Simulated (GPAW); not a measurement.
Runs of GPAW 26.7.0 on Ru. The structure is hexagonal, space group P6_3/mmc (No. 194). The conventional cell has a = 2.706 Å, b = 2.706 Å, c = 4.282 Å, α = 90.00°, β = 90.00°, γ = 120.00°. Ru (site symmetry -6m2) has 12 Ru at 2.65 to 2.71 Å as nearest neighbours. 

```csv
task,level,potentials or basis,spin,cell,k mesh,optimizer,fmax,max steps,target pressure,eigensolver,gap on the mesh (eV),pressure (GPa),relaxed volume (Å³/atom)
relaxation of cell and atoms,PBEsol+D4,"PAW data sets generated in the run's folder for this functional, pw",off,relaxed,8 × 8 × 5,BFGS,0.02 eV/Å,40,-,-,none,0.0,(c)
relaxation of cell and atoms,revPBE,"the program's PAW data sets (release 1.2.1) made for this functional, pw",off,relaxed to 1 GPa,11 × 11 × 6,FIRE,0.02 eV/Å,100,1 GPa,-,none,1.0,-
relaxation of cell and atoms,BLYP+D3(BJ),"PAW data sets generated in the run's folder for this functional, pw",off,relaxed,11 × 11 × 6,BFGS,0.01 eV/Å,100,-,davidson,none,0.0,13.52
band structure,revPBE,"the program's PAW data sets (release 1.2.1) made for this functional, pw",off,as given,11 × 11 × 6,-,-,-,-,-,-,7.3,-
relaxation of cell and atoms,RPBE,"the program's PAW data sets (release 1.2.1) made for this functional, pw",off,relaxed to 5 GPa,8 × 8 × 5,BFGS,0.02 eV/Å,100,5 GPa,-,none,5.0,-
relaxation of cell and atoms,revPBE+D4,"the program's PAW data sets (release 1.2.1) made for this functional, pw",off,relaxed,11 × 11 × 6,BFGS,0.02 eV/Å,100,-,-,none,0.0,(b)
band structure,r2SCAN,"GPAW PAW data sets (gpaw-data 1.2.1), pw","SOC, no magnetisation",as given,8 × 8 × 5,-,-,-,-,-,-,-0.8,-
band structure,BLYP,"PAW data sets generated in the run's folder for this functional, pw",off,as given,11 × 11 × 6,-,-,-,-,davidson,-,16.8,-
relaxation of cell and atoms,RPBE,"the program's PAW data sets (release 1.2.1) made for this functional, pw",off,relaxed,11 × 11 × 6,BFGS,0.02 eV/Å,60,-,-,none,0.0,(a)
relaxation of cell and atoms,PBEsol,"PAW data sets generated in the run's folder for this functional, pw",off,relaxed,8 × 8 × 5,LBFGS,0.05 eV/Å,60,-,-,none,0.1,13.26
```

Alike in all rows: cutoff (eV) 600; smearing fermi-dirac 0.05 eV.

Question: Estimate the missing entries.

Answer: (a) 13.95; (b) 13.46; (c) 13.14.

Caveats: later steps reuse the first step's grids (some runs); pairwise dispersion overbinds metals, which lowers pressure and volume (some runs); spin-orbit coupling was added after a scalar SCF, so levels and gaps hold it while energy, forces, pressure and moments don't (some runs); this program's spin-orbit splittings come out too wide for heavy elements (some runs); the PAW data sets were made with another functional, which shifts forces and pressure a little (some runs); so large a pressure means that the cell lies far from this level's equilibrium, or that cutoff or potentials fall short (some runs).

A k mesh can miss the band edges, and rows without SOC leave out spin-orbit coupling on Ru.

A gap of «none» marks a metal or a gap under the smearing width.

Runs at the PBE level aren't shown here.
